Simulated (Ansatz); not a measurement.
# Nickel, bcc under LDA: structure, energy and stiffness, part 1 of 2

What does LDA give for nickel in the bcc structure? We relax it, solve it on a dense k-mesh, switch on spin-orbit coupling, then scale the cell to 7 volumes from 88 to 112 % of the relaxed one and try a fit of the equation of state. The start is antiferromagnetic (CsCl-type). The k-meshes are 11×11×11 for the relaxation; 19×19×19 for the dense run; 12×12×12 for spin-orbit coupling; 19×19×19 for the volumes.

This is Ni in the bcc structure; at room conditions it is fcc.

Computed with Ansatz 0.2.0 (DFT LDA (PW92), plane waves (420 eV) with PAW, scalar-relativistic; PAW files made under PBE, frozen cores solved again for the functional, unless a step says otherwise).

## (1) The system as given

It takes space group Im-3m (No. 229, cubic). The conventional cell has a = 2.797 Å, b = 2.797 Å, c = 2.797 Å, α = 90.00°, β = 90.00°, γ = 90.00°. Ni (site symmetry m-3m) has 8 Ni at 2.42 Å as nearest neighbours.

As a file:

```cif
data_structure
_symmetry_space_group_name_H-M 'Im-3m'
_symmetry_Int_Tables_number 229
_cell_length_a 2.7969
_cell_length_b 2.7969
_cell_length_c 2.7969
_cell_angle_alpha 90.000
_cell_angle_beta 90.000
_cell_angle_gamma 90.000
_cell_volume 21.88
loop_
_atom_site_label
_atom_site_type_symbol
_atom_site_symmetry_multiplicity
_atom_site_Wyckoff_symbol
_atom_site_fract_x
_atom_site_fract_y
_atom_site_fract_z
_atom_site_occupancy
Ni1 Ni 2 a 0.00000 0.00000 0.00000 1
```

The atoms start with moments of +0.8, -0.8 μB.

## (2) Relaxing cell and atoms

input.yaml reads:

```yaml
crystal:
  lattice:
    - [2.7969054095, 0.0, 0.0]
    - [0.0, 2.7969054095, 0.0]
    - [0.0, 0.0, 2.7969054095]
  atoms:
    - { symbol: Ni, position: [0.0, 0.0, 0.0], spin: 0.8 }
    - { symbol: Ni, position: [0.5, 0.5, 0.5], spin: -0.8 }
hamiltonian:
  xc: lda
  pseudopotentials:
    kind: paw
    azcp:
      Ni: "pseudopotentials/Ni.paw.azcp"
basis:
  ecutwfc: 420
  fft_grid_basis: typed
kpoints:
  mp_grid: { grid: [11, 11, 11], shift: [0, 0, 0] }
magnetization:
  spin_polarized: true
scf:
  occupations: { method: fermi_dirac, width: 0.05 }
relax:
  max_steps: 60
  f_tol: 0.01
  cell: {}
```

What it wrote:

```text
Warning: <dir> the record states the generating functional pbe (its physics header spells it `PBE`), which answers neither for hamiltonian.xc's functional nor for the lda family's — results may be inconsistent (PPs are generated against a specific XC)
Warning: RAYON_NUM_THREADS=2 ignored (pool sized by the plan → 2); use --threads N
Engine: ansatz 0.2.0, aarch64-unknown-linux-gnu
Pseudopotentials: kind: paw
Pseudopotential: Ni, paw, valence charge 18, recommended cutoff 420 eV (normal), <dir>
Functional definition: SPW92
  exchange = slater_x
  correlation = pw_c
Crystal: 2 atoms, lattice volume = 21.879 Å³
Basis set: ecut = 420 eV, 437 PW (Γ)
Bands: 23, of which v1, the nominal top of the filled ones, is band 18 counted from 1 (17 counted from 0)
Symmetry: 48 space group operations
Space group: Pm-3m (ITA 221), of the structure as read, at distance tolerance 2.8e-5 Å
Magnetic group: BNS 221.97 (UNI 1599), of the structure as read, at distance tolerance 2.8e-5 Å
k-points: 56 of 1331
Non-local potential: Ni, projectors of the file, l = 0: 3, l = 1: 2, l = 2: 3, l = 3: 1
PAW form: soft (Blöchl's): semilocal exchange-correlation on the pseudo side does not see the compensation charge
PAW frozen core: Ni, regenerated for the run's functional, and the local potential with it (the file was generated under x = pbe(κ = 0.804, μ = 0.2195149727645171), c = pbe(β = 0.06672455060314922))
PAW one-centre angular grid: Ni, 590 points (default); XC on 64 Gauss nodes
Initial density: superposition of atomic densities (chi_scale 0.1, normalization cell)
Starting moments: Σ|m| = 1.6 μB on 2 of 2 sites
Starting magnetic order: antiferromagnet; a translation exchanges its spin sublattices: spin-degenerate at every k-point
Initial wavefunctions: pseudopotential atomic-orbital guess
Functional: x = slater, c = lda
SCF iter   1: F=—  HF=-11544.718868 eV  |F-HF|=—  |Δ(HF+E_count)|=         —  Δρ=5.40e-2 (↑5.40e-2 ↓5.40e-2)  dr2=1.41e0  dr2_m=3.33e-2  M=0.000 μB ∫|m|=1.339 μB  β_m=0.30  ethr=3.10e-3  ⟨swp⟩=5.2  Hψ=4780  notcnv=0
Mixer restart at iter 1: flushing history
preconditioner: auto → none  [metal: Δε(μ)=0.005 eV  Ē_g=9.166 eV  σ=0.050 eV  W_gap=0.02  n_scr=6 (ndim 8)  ℏωp=35.5 eV  f_vac=0.000  D(μ)=5.96/eV (n_scr^D=122)  sad-step TF]
SCF iter   2: F=—  HF=-11544.451913 eV  |F-HF|=—  |Δ(HF+E_count)|=   2.67e-1  Δρ=1.88e-2 (↑1.88e-2 ↓1.88e-2)  dr2=1.65e-2  dr2_m=5.14e-2  M=0.000 μB ∫|m|=1.221 μB  β_m=0.30  ethr=3.10e-3  ⟨swp⟩=2.6  Hψ=2432  notcnv=0  defer=7
SCF iter   3: F=—  HF=-11545.244986 eV  |F-HF|=—  |Δ(HF+E_count)|=         —  Δρ=8.56e-2 (↑8.56e-2 ↓8.56e-2)  dr2=6.37e-2  dr2_m=1.43e0  M=0.000 μB ∫|m|=0.282 μB  β_m=0.30  ethr=4.59e-5  ⟨swp⟩=2.0  Hψ=2283  notcnv=0  defer=7
Mixer restart at iter 3: flushing history
SCF iter   4: F=—  HF=-11545.718139 eV  |F-HF|=—  |Δ(HF+E_count)|=   4.73e-1  Δρ=6.69e-2 (↑6.69e-2 ↓6.69e-2)  dr2=2.08e-2  dr2_m=8.84e-1  M=0.000 μB ∫|m|=0.196 μB  β_m=0.63  ethr=4.59e-5  ⟨swp⟩=2.3  Hψ=2547  notcnv=0  defer=7
SCF iter   5: F=—  HF=-11546.581045 eV  |F-HF|=—  |Δ(HF+E_count)|=   8.63e-1  Δρ=3.31e-2 (↑3.31e-2 ↓3.31e-2)  dr2=5.32e-1  dr2_m=7.22e-4  M=0.000 μB ∫|m|=0.002 μB  β_m=0.47  ethr=4.59e-5  ⟨swp⟩=2.2  Hψ=2852  notcnv=0  defer=7
SCF iter   6: F=—  HF=-11546.450496 eV  |F-HF|=—  |Δ(HF+E_count)|=   1.31e-1  Δρ=5.64e-3 (↑5.64e-3 ↓5.64e-3)  dr2=1.91e-3  dr2_m=5.06e-3  M=0.000 μB ∫|m|=0.007 μB  β_m=0.61  ethr=4.59e-5  ⟨swp⟩=2.9  Hψ=3013  notcnv=0  defer=10
SCF iter   7: F=—  HF=-11546.444707 eV  |F-HF|=—  |Δ(HF+E_count)|=   5.79e-3  Δρ=3.24e-3 (↑3.24e-3 ↓3.24e-3)  dr2=2.14e-3  dr2_m=1.32e-3  M=0.000 μB ∫|m|=0.007 μB  β_m=0.81  ethr=5.30e-6  ⟨swp⟩=2.0  Hψ=2806  notcnv=0  defer=10
SCF iter   8: F=—  HF=-11546.445923 eV  |F-HF|=—  |Δ(HF+E_count)|=   1.22e-3  Δρ=2.57e-4 (↑2.57e-4 ↓2.57e-4)  dr2=4.55e-6  dr2_m=1.09e-5  M=0.000 μB ∫|m|=0.001 μB  β_m=0.90  ethr=5.30e-6  ⟨swp⟩=2.0  Hψ=1914  notcnv=0  defer=10
SCF iter   9: F=—  HF=-11546.445933 eV  |F-HF|=—  |Δ(HF+E_count)|=   9.63e-6  Δρ=1.34e-4 (↑1.34e-4 ↓1.34e-4)  dr2=6.22e-6  dr2_m=1.33e-6  M=0.000 μB ∫|m|=0.000 μB  β_m=0.87  ethr=1.26e-8  ⟨swp⟩=2.1  Hψ=2235  notcnv=0  defer=10
SCF iter  10: F=—  HF=-11546.445934 eV  |F-HF|=—  |Δ(HF+E_count)|=   1.18e-6  Δρ=1.86e-5 (↑1.86e-5 ↓1.86e-5)  dr2=1.31e-7  dr2_m=2.13e-8  M=0.000 μB ∫|m|=0.000 μB  β_m=0.93  ethr=1.26e-8  ⟨swp⟩=2.0  Hψ=1789  notcnv=0  defer=10
SCF iter  11: F=—  HF=-11546.445934 eV  |F-HF|=—  |Δ(HF+E_count)|=   4.24e-8  Δρ=4.32e-6 (↑4.32e-6 ↓4.32e-6)  dr2=9.58e-9  dr2_m=9.24e-11  M=0.000 μB ∫|m|=0.000 μB  β_m=0.97  ethr=3.65e-10  ⟨swp⟩=2.0  Hψ=1801  notcnv=0  defer=10
SCF iter  12: F=-11546.445934 eV  HF=-11546.445934 eV  |F-HF|=3.71e-10  |Δ(HF+E_count)|=  8.86e-10  Δρ=9.36e-7 (↑9.36e-7 ↓9.36e-7)  dr2=4.79e-10  dr2_m=1.36e-14  M=0.000 μB ∫|m|=0.000 μB  ethr=2.66e-11  ⟨swp⟩=2.2  Hψ=4172  notcnv=0
WARN: the starting moments were not kept: the SCF closed with an absolute magnetisation of 1.0e-7 μB, where they sum to 1.6 μB in size (2 sites). That is at most 0.1 of that sum. Measured as dr2_m measures the in/out step, that magnetisation stands 1.4e-14 eV from none, at or under the dr2_threshold of 1.0e-7 eV: it is no larger than a step whose dr2_m would equal this threshold. The system may hold no moment; this SCF shows only that its start led to no more than that. To try another start: raise the starting moments (crystal.atoms[].spin, magnetization.per_species, magnetization.initial_magnetization, or on a non-collinear deck that types none of these the spinor_matrix: blocks that start its atoms; where the total moment is fixed, keep their sum and leave initial_magnetization as it is; typed ones take the place of any that the run laid by itself, positive ones on a crystal's lanthanoids without a Hubbard term where scf.initial_density.shell_occupations: [] is typed) or, if the notice of its spin-set hold's release reads "site moments contracting" or "site moments show no strong build", lengthen the hold (scf.mixing.spin_hold: { on: { confirm: 4 } }; for m-r²SCAN on two components see the key's manual first). Each may lead to a state that holds a moment. A second SCF, from the converged charge density, with the starting moments and any scf.initial_density.shell_occupations laid on it anew, would have followed, and was not run: the deck does not ask for one (magnetization.retry_lost_moments is false, the default). To let it run, set magnetization.retry_lost_moments: true and run the deck again, where that key's refused combinations let it; where memory then withholds it, that run's warning says so.
SCF 1 converged in 12 iterations: F = -11546.445934 eV  dr2 = 4.79e-10
relax step   1: F+E_penalty+E_count = -11546.44593385 eV  Δ(F+E_penalty+E_count) = +0.000e0 eV  max|allowed force component| = 8.758e-47 eV/Å  Δτ_max = 0.0000 Å  P = -17.680 GPa  Ω = 21.879 Å³  (12 SCF iters, dr2 threshold 1.00e-7 eV, accepted)
[... 17 lines left out ...]
relax step   2: F+E_penalty+E_count = -11546.53055090 eV  Δ(F+E_penalty+E_count) = -8.462e-2 eV  max|allowed force component| = 1.423e-45 eV/Å  Δτ_max = 0.0000 Å  P = -9.142 GPa  Ω = 20.891 Å³  energy of the carried Pulay correction = +6.055e-4 eV  (9 SCF iters, dr2 threshold 2.00e-7 eV, accepted)
[... 13 lines left out ...]
relax step   3: F+E_penalty+E_count = -11546.55434820 eV  Δ(F+E_penalty+E_count) = -2.380e-2 eV  max|allowed force component| = 3.614e-46 eV/Å  Δτ_max = 0.0000 Å  P = +1.952 GPa  Ω = 19.928 Å³  energy of the carried Pulay correction = +1.223e-3 eV  (7 SCF iters, dr2 threshold 2.00e-7 eV, accepted)
[... 14 lines left out ...]
relax step   4: F+E_penalty+E_count = -11546.55515001 eV  Δ(F+E_penalty+E_count) = -8.018e-4 eV  max|allowed force component| = 0.000e0 eV/Å  Δτ_max = 0.0000 Å  P = -0.151 GPa  Ω = 20.091 Å³  energy of the carried Pulay correction = +1.117e-3 eV  (9 SCF iters, dr2 threshold 2.00e-7 eV, accepted)
[... 12 lines left out ...]
relax step   5: F+E_penalty+E_count = -11546.55516330 eV  Δ(F+E_penalty+E_count) = -1.329e-5 eV  max|allowed force component| = 3.605e-46 eV/Å  Δτ_max = 0.0000 Å  P = -0.002 GPa  Ω = 20.079 Å³  energy of the carried Pulay correction = +1.124e-3 eV  (7 SCF iters, dr2 threshold 5.66e-8 eV, accepted)
[... 14 lines left out ...]
relax step   6: F+E_penalty+E_count = -11546.55413038 eV  Δ(F+E_penalty+E_count) = +1.033e-3 eV  max|allowed force component| = 3.605e-46 eV/Å  Δτ_max = 0.0000 Å  P = -0.002 GPa  Ω = 20.079 Å³  stress off target by 1.80e-3 GPa  SCF on the basis re-selected at this cell (its energy is not comparable with the rows above)  (9 SCF iters)
basis re-selected at this cell: Δ(F+E_penalty+E_count) = +1.033e-3 eV, ΔP = +0.000 GPa vs the last step (what re-selecting the basis moved, of the pressure what is left beyond the Pulay correction that the steps carried, after the strain that the cell walked since its last selection, with what the two solves' SCF thresholds leave and, on support functions, any second-order correction that the steps lacked; it is no measure of the basis error at this ecutwfc). This SCF's stress stands 1.80e-3 GPa from its target on what of the cell is left free (relax.cell.stress_tol is 5.00e-2 GPa) and its largest allowed force component is 3.60e-46 eV/Å (relax.f_tol is 1.00e-2 eV/Å): within both
SCF converged after 9 iterations
Magnetization: 0.0000 μB (18.0000 up, 18.0000 down)
Absolute magnetization: 0.0000 μB (∫|ρ↑−ρ↓|, with the PAW one-centre terms)
Spin contamination: 0.0000 ħ² per cell (⟨S²⟩ above its minimum at these occupations)
Per-site moments (μB) at R_I (Å): [(2.550694242818595e-10, 0.9709578748670735), (-2.550694242818595e-10, 0.9709578748670735)]
Free energy (F): -11546.554130 eV
Harris-Foulkes:  -11546.554130 eV  (|F-HF|=3.64e-12)
Internal energy: -11546.524265 eV  (E = F + TS)
E sigma→0 (E₀):  -11546.539197 eV
Entropy (-TS):   -0.029866 eV (-14.933 meV/atom)
Fermi energy:    19.420987 eV
--- Per-component energies (eV) ---
  E_band       = -512.521191
  E_kinetic    = 569.627544
  E_local      = -6613.670971  (includes V_loc(G=0)·N_el)
  E_nonlocal   = 1277.219280
  E_hartree    = 2762.624816
  E_xc         = -170.719666
  E_vxc        = -221.030489  (∫ρ·V_xc dr)
  E_paw        = -3125.626663  (= ΣΔE_a)
  E_vpaw       = -1049.916807  (= ΣTr[D̂ρ^β])
  E_aug_tail   = 0.000913  (compensation charges beyond the density's cutoff)
  E_ewald      = -6246.847757
  E_core_change = 0.868241  (= ΣΔE_core)
  E_smearing   = -0.029866  (= −TS)
  E_closure    = -0.000000  (closes the sum)
  Σ components = -11546.554130   (vs F -11546.554130, Δ=0.00e0)
--- Forces (eV/Å), atoms counted from 1 ---
  atom   1  Ni    -0.00000000     0.00000000     0.00000000
  atom   2  Ni    -0.00000000    -0.00000000    -0.00000000
  max |Σ_I F_I| component: 1.50e-29 eV/Å
--- Stress (GPa, compression-positive) ---
       -0.001796       0.000000       0.000000
        0.000000      -0.001796      -0.000000
        0.000000      -0.000000      -0.001796
  P = ⅓ Tr σ = -0.0018 GPa (-0.018 kbar)
--- Relaxed structure (5 steps of the walk, 5 accepted, 1 SCFs on fresh bases) ---
  F+E_penalty+E_count = -11546.55413038 eV   max|allowed force component| = 3.605e-46 eV/Å   (the final SCF, on the basis selected at the relaxed cell)
  cell:  # Å, volume = 20.0788 Å³
    - [2.7179771657032332, 3.049389078613123e-34, -4.493836536903551e-34]
    - [6.259272319258516e-34, 2.7179771657032332, -6.419766481290786e-35]
    - [0.0, 0.0, 2.7179771657032332]
  atoms:
    - { symbol: Ni, position: [0.0, 0.0, 0.0] }
    - { symbol: Ni, position: [0.5, 0.5, 0.5] }
```

Wall time 9.2 s (2 threads of an Arm CPU, shared host); peak memory 0.31 GiB.

Relaxation path:

```tsv
step	energy change (meV/atom)	largest force (eV/Å)	pressure (GPa)	volume (Å³/atom)
1	0.00	0.0000	-17.68	10.940
2	-42.31	0.0000	-9.14	10.445
3	-54.21	0.0000	1.95	9.964
4	-54.61	0.0000	-0.15	10.045
5	-54.61	0.0000	0.00	10.039
6	-54.10	0.0000	0.00	10.039
```

Steps that repeat a cell are solved on a basis chosen anew, so their changes of energy are no gain of the relaxation.

The cell of the run, before and after:

|  | before | after | change |
| --- | --- | --- | --- |
| a (Å) | 2.797 | 2.718 | -2.8 % |
| b (Å) | 2.797 | 2.718 | -2.8 % |
| c (Å) | 2.797 | 2.718 | -2.8 % |
| volume (Å³/atom) | 10.940 | 10.039 | -8.2 % |
| shortest distance (Å) | 2.422 | 2.354 | -2.8 % |
| space group (spins left aside) | Im-3m | Im-3m | same |

## (3) The energy on a finer k-mesh

input.yaml reads:

```yaml
crystal:
  lattice:
    - [2.7179771657, 0.0, 0.0]
    - [0.0, 2.7179771657, 0.0]
    - [0.0, 0.0, 2.7179771657]
  atoms:
    - { symbol: Ni, position: [0.0, 0.0, 0.0], spin: 0.8 }
    - { symbol: Ni, position: [0.5, 0.5, 0.5], spin: -0.8 }
hamiltonian:
  xc: lda
  pseudopotentials:
    kind: paw
    azcp:
      Ni: "pseudopotentials/Ni.paw.azcp"
basis:
  ecutwfc: 420
  fft_grid_basis: typed
kpoints:
  mp_grid: { grid: [19, 19, 19], shift: [0, 0, 0] }
magnetization:
  spin_polarized: true
scf:
  occupations: { method: fermi_dirac, width: 0.05 }
```

What it wrote, cut to the lines that bear on the results:

```text
Warning: <dir> the record states the generating functional pbe (its physics header spells it `PBE`), which answers neither for hamiltonian.xc's functional nor for the lda family's — results may be inconsistent (PPs are generated against a specific XC)
Warning: RAYON_NUM_THREADS=2 ignored (pool sized by the plan → 2); use --threads N
[...]
[... 3 set-up lines as earlier in the session ...]
[...]
Crystal: 2 atoms, lattice volume = 20.079 Å³
Basis set: ecut = 420 eV, 389 PW (Γ)
Bands: 23, of which v1, the nominal top of the filled ones, is band 18 counted from 1 (17 counted from 0)
[... 1 set-up line as earlier in the session ...]
[...]
WARN: the starting moments were not kept: 1 of 2 ended reversed and 1 kept their direction, counting a site from 0.1 of the cell's largest site moment. The largest reversed, site 1 (counted from 0, in the order of the report's site_moments_mub), started with -0.8 μB and closes at +3.3e-1 [...]
SCF converged after 2 iterations
Stability not told: the lowest value that the SCF's own minimisation read on its close, 8.3e-2 (residual 6.6e-7), is positive but too near zero to vouch for directions that it does not look along: no lower mode is shown, and none is ruled out
Magnetization: 0.6348 μB (18.3174 up, 17.6826 down)
Absolute magnetization: 0.6826 μB (∫|ρ↑−ρ↓|, with the PAW one-centre terms)
Spin contamination: 0.0027 ħ² per cell (⟨S²⟩ above its minimum at these occupations)
Per-site moments (μB) at R_I (Å): [(0.3285219050355431, 0.9709578748659186), (0.3285219085824522, 0.9709578748659186)]
Free energy (F): -11546.557548 eV
[...]
E sigma→0 (E₀):  -11546.543003 eV
Entropy (-TS):   -0.029089 eV (-14.544 meV/atom)
Fermi energy:    19.441833 eV
[...]
--- Band table (eV; the first three rows and the last of 440) ---
[... band rows left out ...]
[...]
```

Wall time 77 s (2 threads of an Arm CPU, shared host); peak memory 0.9 GiB.

## (4) Spin-orbit coupling switched on

input.yaml reads:

```yaml
crystal:
  lattice:
    - [2.7179771657, 0.0, 0.0]
    - [0.0, 2.7179771657, 0.0]
    - [0.0, 0.0, 2.7179771657]
  atoms:
    - { symbol: Ni, position: [0.0, 0.0, 0.0], spin: 0.329, spin_axis: [0, 0, 1] }
    - { symbol: Ni, position: [0.5, 0.5, 0.5], spin: 0.329, spin_axis: [0, 0, 1] }
hamiltonian:
  xc: lda
  pseudopotentials:
    kind: paw_fr
    azcp:
      Ni: "pseudopotentials/Ni.paw.azcp"
basis:
  ecutwfc: 420
  fft_grid_basis: typed
kpoints:
  mp_grid: { grid: [12, 12, 12], shift: [0, 0, 0] }
magnetization:
  noncollinear: true
  spin_orbit: true
scf:
  occupations: { method: fermi_dirac, width: 0.05 }
output:
  write_density: true
  write_potential: true
  elf: true
  volumetric_format: npy
```

What it wrote, cut to the lines that bear on the results:

```text
Warning: <dir> the record states the generating functional pbe (its physics header spells it `PBE`), which answers neither for hamiltonian.xc's functional nor for the lda family's — results may be inconsistent (PPs are generated against a specific XC)
Warning: RAYON_NUM_THREADS=2 ignored (pool sized by the plan → 2); use --threads N
[...]
Pseudopotentials: kind: paw_fr
Pseudopotential: Ni, paw_fr, valence charge 18, recommended cutoff 420 eV (normal), <dir>
[... 1 set-up line as earlier in the session ...]
[...]
Crystal: 2 atoms, lattice volume = 20.079 Å³
Basis set: ecut = 420 eV, 389 PW (Γ)
[...]
at 2 of the mixer's solves, the last at iteration 37, it left a direction of its history that read negative out of its fit and stepped the other way along it
[...]
SCF converged after 42 iterations
Magnetization: |M| = 0.7880 μB,  M = (-0.0000, +0.0000, +0.7880) μB
Absolute magnetization: 0.8480 μB (∫|m|, with the PAW one-centre terms)
  site 0: m = (+0.0000, +0.0000, +0.4080) μB, |m| = 0.4080 μB  (R = 0.97 Å)
  site 1: m = (+0.0000, +0.0000, +0.4080) μB, |m| = 0.4080 μB  (R = 0.97 Å)
Free energy (F): -11547.155156 eV
[...]
E sigma→0 (E₀):  -11547.141377 eV
Entropy (-TS):   -0.027560 eV (-13.780 meV/atom)
Fermi energy:    19.459212 eV
[...]
--- Band table (eV; the first three rows and the last of 196) ---
[...]
```

It took 2.5 min on 2 threads of an Arm CPU, shared host; peak memory 0.58 GiB.

Side by side:

```tsv
	scalar-relativistic	with spin-orbit coupling
k-mesh	19×19×19	12×12×12
gap on the mesh	none (levels filled in part)	none (levels filled in part)
magnetic state	ferromagnetic	ferromagnetic
```

The meshes differ, so small differences between the columns need not come from spin-orbit coupling.

Density in a lattice plane of the grid's cell (edges 2.72 and 2.72 Å, at 0.000 of the third edge), which holds Ni.

Ten even steps from ' ' (0.26 e/Å³) to '@' (60.50 e/Å³):
```
##**++--..                              ..--++**
++==--::..                              ..::--==
::::....                                  ....::
..                                              
                                                
                                                
                                                
                                                
                                                
                                                
                                                
                                                
                                                
                                                
                                                
..                                              
::::....                                  ....::
++==--::..                              ..::--==
##**++--..                              ..--++**
@@%%**--::                              ::--**%%
```
Columns run along the first of these edges and rows up along the second, over one cell in 24 and 20 even steps from the bottom left corner. Atoms in the plane (fractional): Ni at (0.00, 0.00).

ELF in the same plane.

Ten even steps from ' ' (0.18) to '@' (0.73):
```
%%##**++--::..        ......        ..::--++**##
##**++==--....        ......        ....--==++**
====--::::..          ......          ..::::--==
--::::....          ..........          ....::::
......            ......::......            ....
                ..................              
              ......................            
          ..............................        
    ..........................................  
............::......................::..........
    ..........................................  
          ..............................        
              ......................            
                ..................              
......            ......::......            ....
--::::....          ..........          ....::::
====--::::..          ......          ..::::--==
##**++==--....        ......        ....--==++**
%%##**++--::..        ......        ..::--++**##
@@@@##++==::..          ..          ..::==++##@@
```
Columns run along the first of these edges and rows up along the second, over one cell in 24 and 20 even steps from the bottom left corner. Atoms in the plane (fractional): Ni at (0.00, 0.00).

Both are smooth fields of the valence electrons: close to the nuclei they are not physical.

(Continued in part 2 of 2.)
